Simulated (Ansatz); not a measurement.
The system is Tl.

```xyz
2
Lattice="3.4560 0.0000 0.0000 -1.7280 2.9930 0.0000 0.0000 0.0000 5.5250" Properties=species:S:1:pos:R:3 pbc="T T T"
Tl    1.7280    0.9977    4.1438
Tl    0.0000    1.9953    1.3813
```

Base run:

```yaml
Program: Ansatz 0.2.0
Functional: revPBE
Potentials_or_basis: Ansatz PAW
Cutoff: "420 eV (not typed: the program's choice for these potentials)"
k_mesh: 9 × 9 × 5
Occupations: fermi-dirac, width 0.05 eV
Spin: no spin polarisation
```

Its results: band gap on the k mesh none (metal or under the smearing width); pressure 4.8 GPa.

Q: The run is repeated on the same cell with these changes: functional from revPBE to PBE. What comes out?

A: Band gap on the k mesh none (metal or under the smearing width); pressure 3.4 GPa.

PBE binds more tightly than revPBE, so the same cell stands under less pressure.

Caveats: spin-orbit coupling is left out, which moves the levels of the heavy elements (some runs); the PAW data sets come from PBE, with cores solved anew for the run's functional, which leaves a small shift of forces and pressure (some runs).
